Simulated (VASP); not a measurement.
# Te (P3_121) in VASP: notebook

The runs below take Te through relaxation of cell and atoms, with LDA, PBE.

All numbers are computed with VASP 6.6.1; they aren't measurements. Logs are shortened: lines on timing, memory, paths and dates and some standing lists are left out, and cuts for length are marked.

## (1) The structure

Symmetry: P3_121, No. 152, trigonal system. Conventional cell: a = 4.278 Å, b = 4.278 Å, c = 5.933 Å, α = 90.00°, β = 90.00°, γ = 120.00°. Te (site symmetry 2) is surrounded by 6 Te at 2.91 to 3.31 Å.

## (2) Relaxation of cell and atoms, LDA

INCAR reads:

```
SYSTEM = Te
  PREC = Accurate
  ENCUT = 600
  EDIFF = 1E-7
  ISMEAR = 0
  SIGMA = 0.03
  LREAL = .False.
  LASPH = .True.
  NELM = 80
  ALGO = Normal
  ISIF = 3
  LWAVE = .False.
  LCHARG = .False.
  GGA = CA
  IBRION = 2
  NSW = 90
  EDIFFG = -0.005
```

KPOINTS reads:

```
Automatic mesh
0
Gamma
  9 9 5
  0 0 0
```

POSCAR reads:

```
Te                                      
1.0
    4.2777117515     -0.0000000000     -0.0000000000
   -2.1388558758      3.7046070469      0.0000000000
    0.0000000000     -0.0000000000      5.9327802637
  Te            
     3
Direct
     0.2873384175188302    0.0000000000000000    0.3333333332999970
     0.0000000000000019    0.2873384175188340    0.6666666667000030
     0.7126615824811677    0.7126615824811658    1.0000000000000000
```

Potentials or basis: VASP PAW LDA potentials, release 64 (Te).

Started as:

```
> cat potpaw_LDA.64/Te/POTCAR > POTCAR
> mpirun -np 1 vasp_std > vasp.out
```

OUTCAR:

```text
SYSTEM = Te
   PREC = Accurate
   ENCUT = 600
   EDIFF = 1E-7
   ISMEAR = 0
   LREAL = .False.
   LASPH = .True.
   NELM = 80
   ISIF = 3
   GGA = CA
   IBRION = 2
   NSW = 90
   EDIFFG = -0.005

 ion  position               nearest neighbor table
   1  0.287  0.000  0.333-   3 2.91   2 2.91   3 3.31   3 3.31   2 3.31   2 3.31
   2  0.000  0.287  0.667-   3 2.91   1 2.91   3 3.31   3 3.31   1 3.31   1 3.31
   3  0.713  0.713  0.000-   1 2.91   2 2.91   2 3.31   1 3.31   1 3.31   2 3.31

  LATTYP: Found a hexagonal cell.
 ALAT       =     4.2777117515
 C/A-ratio  =     1.3869051045

  Lattice vectors:

 A1 = (   4.2777117515,   0.0000000000,   0.0000000000)
 A2 = (  -2.1388558758,   3.7046070469,   0.0000000000)
 A3 = (   0.0000000000,   0.0000000000,   5.9327802637)

Analysis of symmetry for initial positions (statically):
=====================================================================
 Subroutine PRICEL returns:
 Original cell was already a primitive cell.

 Routine SETGRP: Setting up the symmetry group for a
 hexagonal supercell.

 Subroutine GETGRP returns: Found  6 space group operations
 (whereof  2 operations were pure point group operations)
 out of a pool of 24 trial point group operations.

The static configuration has the point symmetry C_2 .
 The point group associated with its full space group is D_3 .

Analysis of symmetry for dynamics (positions and initial velocities):
=====================================================================
 Subroutine PRICEL returns:
 Original cell was already a primitive cell.

 Routine SETGRP: Setting up the symmetry group for a
 hexagonal supercell.

 Subroutine GETGRP returns: Found  6 space group operations
 (whereof  2 operations were pure point group operations)
 out of a pool of 24 trial point group operations.

The dynamic configuration has the point symmetry C_2 .
 The point group associated with its full space group is D_3 .

 Subroutine INISYM returns: Found  6 space group operations
 (whereof  2 operations are pure point group operations),
 and found     1 'primitive' translations

----------------------------------------------------------------------------------------

                                     Primitive cell

  volume of cell :      94.0182

  direct lattice vectors                    reciprocal lattice vectors
     4.277711752  0.000000000  0.000000000     0.233769842  0.134967081  0.000000000
    -2.138855876  3.704607047  0.000000000     0.000000000  0.269934162  0.000000000
     0.000000000  0.000000000  5.932780264     0.000000000  0.000000000  0.168555038

  length of vectors
[... 109 lines left out ...]
   GGA     = CA    functional components
   LHFCALC =     F    Hartree Fock is set to
   AEXX    =    0.0000 exact exchange contribution
   IVDW    =     0    specifies the selected vdW correction
   LEPSILON=     F    determine dielectric tensor
   LRPA    =     F    only Hartree local field effects (RPA)
 conjugate gradient relaxation of ions
 non-spin polarized calculation
 Gauss-broadening in eV      SIGMA  =   0.03
  energy-cutoff  :      600.00
  volume of cell :       94.02
 maximum number of plane-waves:      3168
 NGX is ok and might be reduce to    36
   NGX = 17   NGY = 17   NGZ = 23

--------------------------------------- Ionic step        1  -------------------------------------------

 number of electron      17.9999999 magnetization

 Free energy of the ion-electron system (eV)
  ---------------------------------------------------
  ext. energy  EPLUGINS =         0.00000000
  ---------------------------------------------------
  free energy    TOTEN  =       -11.41204771 eV

  energy without entropy =      -11.41204771  energy(sigma->0) =      -11.41204771

------------------------ aborting loop because EDIFF is reached ----------------------------------------

  FORCE on cell =-STRESS in cart. coord.  units (eV):
  Direction    XX          YY          ZZ          XY          YZ          ZX
  --------------------------------------------------------------------------------------
  -------------------------------------------------------------------------------------
  Total       -0.0141459     -0.0141459      0.0003643      0.0000000      0.0000000      0.0000000
  in kB       -0.2410618     -0.2410618      0.0062082      0.0000000      0.0000000      0.0000000
  external PRESSURE =      -0.1586385 kB  Pullay stress =       0.0000000 kB
[... 135 lines left out ...]
--------------------------------------- Ionic step        5  -------------------------------------------

 number of electron      17.9999999 magnetization

 Free energy of the ion-electron system (eV)
  ---------------------------------------------------
  ext. energy  EPLUGINS =         0.00000000
  ---------------------------------------------------
  free energy    TOTEN  =       -11.41207434 eV

  energy without entropy =      -11.41207434  energy(sigma->0) =      -11.41207434

 E-fermi :   6.8660     XC(G=0):  -9.6719

 val. band max:        6.7188621774   @ k =  -0.2222  -0.4444   0.4000
 cond. band min:       7.1065822326   @ k =   0.0000   0.0000   0.4000
 fundamental gap:      0.3877200552
 Fermi energy:         6.8659858773

 k-point     1 :       0.0000    0.0000    0.0000
  band No.  band energies     occupation
      1      -7.2089      2.00000
      2      -3.7531      2.00000
      3      -3.7531      2.00000
      4       3.9271      2.00000
      5       4.2928      2.00000
      6       4.2928      2.00000
      7       5.0535      2.00000
      8       5.0535      2.00000
      9       5.6605      2.00000
     10       7.8779      0.00000
     11       7.8779      0.00000
     12       8.5706      0.00000
     13      11.6488      0.00000
[... 354 lines left out ...]
  band No.  band energies     occupation
      1      -6.3767      2.00000
      2      -4.6637      2.00000
      3      -2.9515      2.00000
      4       1.6033      2.00000
      5       2.3111      2.00000
      6       3.3154      2.00000
      7       4.6083      2.00000
      8       5.8973      2.00000
      9       6.4475      2.00000
     10       7.3911      0.00000
     11       7.9348      0.00000
     12       8.8382      0.00000
     13      10.2067      0.00000

 [... further k-points ...]

------------------------ aborting loop because EDIFF is reached ----------------------------------------

  FORCE on cell =-STRESS in cart. coord.  units (eV):
  Direction    XX          YY          ZZ          XY          YZ          ZX
  --------------------------------------------------------------------------------------
  -------------------------------------------------------------------------------------
  Total        0.0107298      0.0107298      0.0117650     -0.0000000      0.0000000      0.0000000
  in kB        0.1831003      0.1831003      0.2007664     -0.0000000      0.0000000      0.0000000
  external PRESSURE =       0.1889890 kB  Pullay stress =       0.0000000 kB
[... 18 lines left out ...]
  FREE ENERGIE OF THE ION-ELECTRON SYSTEM (eV)
  ---------------------------------------------------
  free  energy   TOTEN  =       -11.4120743363 eV

  energy  without entropy=      -11.4120743363  energy(sigma->0) =      -11.41207434

 reached required accuracy - stopping structural energy minimisation
```

OSZICAR:

```text
N       E                     dE             d eps       ncg     rms          rms(c)
DAV:   1     0.841559271960E+02    0.84156E+02   -0.73039E+03  1300   0.126E+03
DAV:   2    -0.519256620916E+01   -0.89348E+02   -0.85818E+02  1679   0.167E+02
DAV:   3    -0.113282445029E+02   -0.61357E+01   -0.60334E+01  1635   0.488E+01
[... 30 lines left out ...]
DAV:   1    -0.114120734698E+02   -0.73300E-05   -0.72019E-04  1315   0.154E-01    0.216E-02
DAV:   2    -0.114120750620E+02   -0.15922E-05   -0.31373E-05  1510   0.360E-02    0.506E-03
DAV:   3    -0.114120744956E+02    0.56638E-06   -0.78619E-07  1470   0.617E-03    0.344E-03
DAV:   4    -0.114120743341E+02    0.16153E-06   -0.32617E-07  1132   0.330E-03    0.192E-03
DAV:   5    -0.114120743363E+02   -0.22198E-08   -0.39629E-08   680   0.144E-03
   5 F= -.11412074E+02 E0= -.11412074E+02  d E =-.122879E-04
```

Wall time 2.5 min (1 thread of Intel Xeon Platinum 8488C (Sapphire Rapids), shared host); peak memory 0.23 GiB.

What came out:

| Property | Result |
| --- | --- |
| Free energy | -11.4121 eV |
| Relaxed volume | 31.30 Å³/atom |
| Relaxed cell | a = 4.274 Å, b = 4.274 Å, c = 5.935 Å, α = 90.00°, β = 90.00°, γ = 120.00° |
| Space group after relaxing (to 0.05 Å) | P3_121 (No. 152) |
| Energy gained by relaxing | 0.0 meV/atom |
| Ionic steps | 5 |
| Pressure after relaxing | 0.0 GPa |
| Largest force after relaxing | 0.004 eV/Å |
| Band gap on the k mesh | 0.39 eV, indirect (least direct gap 0.49 eV) |

Forces on the atoms (eV/Å):
```
Te   0.004  0.000  0.000
Te  -0.002  0.003  0.000
Te  -0.002 -0.003  0.000
```

Final structure:
```
CELL_PARAMETERS angstrom
4.27398 0.00000 0.00000
-2.13699 3.70138 0.00000
0.00000 0.00000 5.93496
ATOMIC_POSITIONS crystal
Te 0.28769 0.00000 0.33333
Te 0.00000 0.28769 0.66667
Te 0.71231 0.71231 0.00000
```

Levels at points of the mesh, in eV from the valence-band top:
| k point | band 6 | band 7 | band 8 | band 9 | band 10 | band 11 | band 12 | band 13 |
| --- | --- | --- | --- | --- | --- | --- | --- | --- |
| (0.00, 0.00, 0.00) | -2.43 | -1.67 | -1.67 | -1.06 | 1.16 | 1.16 | 1.85 | 4.93 |

Caveat: spin-orbit coupling is left out, which moves the levels of the heavy elements; an odd mesh through Γ misses points on the zone boundary, where band edges often lie.

## (3) Relaxation of cell and atoms, PBE

This run uses another cell than the first one, of 33.93 Å³/atom, 1.083 times its volume.

INCAR reads:

```
SYSTEM = Te
PREC = Accurate
ENCUT = 600
EDIFF = 1E-6
ISMEAR = 0
SIGMA = 0.03
LREAL = .False.
LASPH = .True.
NELM = 80
ALGO = Normal
ISIF = 3
LWAVE = .False.
LCHARG = .False.
GGA = PE
IBRION = 2
NSW = 90
EDIFFG = -0.01
```

KPOINTS reads:

```
regular mesh
0
Gamma
  9 9 5
  0 0 0
```

POSCAR reads:

```
Te
1.0
    4.4540000000      0.0000000000      0.0000000000
   -2.2270000000      3.8572771485      0.0000000000
    0.0000000000      0.0000000000      5.9240000000
Te
3
Direct
    0.2690000000      0.0000000000      0.3333333333
    0.0000000000      0.2690000000      0.6666666667
    0.7310000000      0.7310000000      0.0000000000
```

Potentials or basis: VASP PAW PBE potentials, release 64 (Te).

Started as:

```
> cat potpaw_PBE.64/Te/POTCAR > POTCAR
> mpirun -np 1 vasp_std > vasp.out
```

OUTCAR:

```text
SYSTEM = Te
   PREC = Accurate
   ENCUT = 600
   EDIFF = 1E-6
   ISMEAR = 0
   LREAL = .False.
   LASPH = .True.
   NELM = 80
   ISIF = 3
   GGA = PE
   IBRION = 2
   NSW = 90
   EDIFFG = -0.01

 ion  position               nearest neighbor table
   1  0.269  0.000  0.333-   3 2.86   2 2.86   3 3.47   3 3.47   2 3.47   2 3.47
   2  0.000  0.269  0.667-   3 2.86   1 2.86   3 3.47   3 3.47   1 3.47   1 3.47
   3  0.731  0.731  0.000-   1 2.86   2 2.86   1 3.47   2 3.47   2 3.47   1 3.47

  LATTYP: Found a hexagonal cell.
 ALAT       =     4.4540000000
 C/A-ratio  =     1.3300404131

  Lattice vectors:

 A1 = (   4.4540000000,   0.0000000000,   0.0000000000)
 A2 = (  -2.2270000000,   3.8572771485,   0.0000000000)
 A3 = (   0.0000000000,   0.0000000000,   5.9240000000)

Analysis of symmetry for initial positions (statically):
=====================================================================
 Subroutine PRICEL returns:
 Original cell was already a primitive cell.

 Routine SETGRP: Setting up the symmetry group for a
 hexagonal supercell.

 Subroutine GETGRP returns: Found  6 space group operations
 (whereof  2 operations were pure point group operations)
 out of a pool of 24 trial point group operations.

The static configuration has the point symmetry C_2 .
 The point group associated with its full space group is D_3 .

Analysis of symmetry for dynamics (positions and initial velocities):
=====================================================================
 Subroutine PRICEL returns:
 Original cell was already a primitive cell.

 Routine SETGRP: Setting up the symmetry group for a
 hexagonal supercell.

 Subroutine GETGRP returns: Found  6 space group operations
 (whereof  2 operations were pure point group operations)
 out of a pool of 24 trial point group operations.

The dynamic configuration has the point symmetry C_2 .
 The point group associated with its full space group is D_3 .

 Subroutine INISYM returns: Found  6 space group operations
 (whereof  2 operations are pure point group operations),
 and found     1 'primitive' translations

[... 154 lines left out ...]
  Total        0.8284387      0.8284387      1.1127244      0.0000000      0.0000000      0.0000000
  in kB       13.0414188     13.0414188     17.5166920      0.0000000      0.0000000      0.0000000
  external PRESSURE =      14.5331765 kB  Pullay stress =       0.0000000 kB
[... 92 lines left out ...]
  FREE ENERGIE OF THE ION-ELECTRON SYSTEM (eV)
  ---------------------------------------------------
  free  energy   TOTEN  =        -9.4307372989 eV

  energy  without entropy=       -9.4307372989  energy(sigma->0) =       -9.43073730

[... ionic steps 4 to 10 ...]

--------------------------------------- Ionic step       11  -------------------------------------------

 number of electron      17.9999999 magnetization

------------------------ aborting loop because EDIFF is reached ----------------------------------------
[... 69 lines left out ...]
--------------------------------------- Ionic step       13  -------------------------------------------

 number of electron      17.9999999 magnetization

 Free energy of the ion-electron system (eV)
  ---------------------------------------------------
  ext. energy  EPLUGINS =         0.00000000
  ---------------------------------------------------
  free energy    TOTEN  =        -9.43127064 eV

  energy without entropy =       -9.43127064  energy(sigma->0) =       -9.43127064

 E-fermi :   5.6101     XC(G=0):  -8.9206

 val. band max:        5.4249392222   @ k =  -0.2222  -0.4444   0.4000
 cond. band min:       5.9910426763   @ k =   0.0000   0.0000   0.4000
 fundamental gap:      0.5661034541
 Fermi energy:         5.6100844002

 k-point     1 :       0.0000    0.0000    0.0000
  band No.  band energies     occupation
      1      -7.8481      2.00000
      2      -4.6853      2.00000
      3      -4.6853      2.00000
      4       2.5543      2.00000
      5       2.8132      2.00000
      6       2.8132      2.00000
      7       3.9142      2.00000
      8       3.9142      2.00000
      9       4.7278      2.00000
     10       6.5163      0.00000
     11       6.5163      0.00000
     12       7.0793      0.00000
     13      10.5684      0.00000
[... 354 lines left out ...]
  band No.  band energies     occupation
      1      -7.2086      2.00000
      2      -5.5859      2.00000
      3      -4.0586      2.00000
      4       0.8978      2.00000
      5       1.4615      2.00000
      6       2.3350      2.00000
      7       3.5531      2.00000
      8       4.4960      2.00000
      9       5.1195      2.00000
     10       6.2349      0.00000
     11       6.8404      0.00000
     12       7.3678      0.00000
     13       9.4119      0.00000

 [... further k-points ...]

------------------------ aborting loop because EDIFF is reached ----------------------------------------

  FORCE on cell =-STRESS in cart. coord.  units (eV):
  Direction    XX          YY          ZZ          XY          YZ          ZX
  --------------------------------------------------------------------------------------
  -------------------------------------------------------------------------------------
  Total       -0.0060231     -0.0060231     -0.0219843      0.0000000      0.0000000      0.0000000
  in kB       -0.0916266     -0.0916266     -0.3344355      0.0000000      0.0000000      0.0000000
  external PRESSURE =      -0.1725629 kB  Pullay stress =       0.0000000 kB
[... 18 lines left out ...]
  FREE ENERGIE OF THE ION-ELECTRON SYSTEM (eV)
  ---------------------------------------------------
  free  energy   TOTEN  =        -9.4312706403 eV

  energy  without entropy=       -9.4312706403  energy(sigma->0) =       -9.43127064

 reached required accuracy - stopping structural energy minimisation
```

CONTCAR:

```text
Te
   1.00000000000000
     4.5171640982671315    0.0000000000000001    0.0000000000000000
    -2.2585820491335658    3.9119788622083607   -0.0000000000000000
     0.0000000000000000   -0.0000000000000000    5.9600348728371380
  Te
     3
Direct
     0.2683679114907387    0.0000000000000000    0.3333333332999970
     0.0000000000000001    0.2683679114907389    0.6666666667000030
     0.7316320885092612    0.7316320885092610    1.0000000000000000

  0.00000000E+00  0.00000000E+00  0.00000000E+00
  0.00000000E+00  0.00000000E+00  0.00000000E+00
  0.00000000E+00  0.00000000E+00  0.00000000E+00
```

Wall time 2.6 min (1 thread of Intel Xeon 6975P-C (Granite Rapids), shared host); peak memory 0.29 GiB.

Results:

| Item | Value |
| --- | --- |
| Free energy | -9.4313 eV |
| Relaxed volume | 35.11 Å³/atom |
| Relaxed cell | a = 4.517 Å, b = 4.517 Å, c = 5.960 Å, α = 90.00°, β = 90.00°, γ = 120.00° |
| Space group after relaxing (to 0.05 Å) | P3_121 (No. 152) |
| Energy gained by relaxing | 4.6 meV/atom |
| Ionic steps | 13 |
| Pressure after relaxing | 0.0 GPa |
| Largest force after relaxing | 0.005 eV/Å |
| Band gap on the k mesh | 0.57 eV, indirect (least direct gap 0.68 eV) |

Forces on the atoms (eV/Å):
```
Te   0.005  0.000  0.000
Te  -0.002  0.004  0.000
Te  -0.002 -0.004  0.000
```

Step by step:
```csv
step,energy change (eV),largest force (eV/Å),pressure (GPa),volume (Å³)
1,0.0000,0.1625,1.45,101.78
2,-0.0076,0.1039,-0.84,106.38
3,-0.0134,0.0035,0.02,104.50
4,-0.0134,0.0067,0.00,104.56
5,-0.0135,0.0082,-0.01,104.63
6,-0.0138,0.0132,-0.01,104.86
7,-0.0138,0.0146,-0.02,104.92
8,-0.0139,0.0040,0.05,104.84
9,-0.0139,0.0066,0.05,104.86
10,-0.0139,0.0045,0.04,104.88
11,-0.0139,0.0007,0.05,104.96
12,-0.0139,0.0112,0.07,105.11
13,-0.0139,0.0049,-0.02,105.32
```

Final structure:
```
Te
1.0
     4.51716    0.00000    0.00000
    -2.25858    3.91198    0.00000
     0.00000    0.00000    5.96003
Te
3
Direct
  0.26837 0.00000 0.33333
  0.00000 0.26837 0.66667
  0.73163 0.73163 0.00000
```

Caveat: spin-orbit coupling is left out, which moves the levels of the heavy elements; an odd mesh through Γ misses points on the zone boundary, where band edges often lie.

[end of part 1 of 2]
